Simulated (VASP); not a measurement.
ZnSe (Stilleite):

```
Se Zn
1.0
     0.00000    2.83380    2.83380
     2.83380    0.00000    2.83380
     2.83380    2.83380    0.00000
Se Zn
1 1
Direct
  0.75000 0.75000 0.75000
  0.00000 0.00000 0.00000
```

Base run:

| Property | Result |
| --- | --- |
| Program | VASP 6.6.1 |
| Functional | PBE |
| Potentials or basis | VASP PAW PBE potentials, release 64 (Se, Zn) |
| Cutoff | 520 eV |
| k mesh | 6 × 6 × 6 |
| Occupations | fermi-dirac, width 0.05 eV |
| Spin | spin-orbit coupling, no magnetisation |

Its results: pressure 2.4 GPa.

Question: The run is repeated on the same cell with these changes: functional from PBE to PBE0; k mesh from 6 × 6 × 6 to 4 × 4 × 4. What comes out?

Answer: Pressure 1.2 GPa.

Several settings changed at once, so the effect can't be laid on one alone.

Caveats: some runs use coarse meshes; the PAW data sets were made with another functional, which shifts forces and pressure a little (some runs).

Not every run made on this cell is shown here.
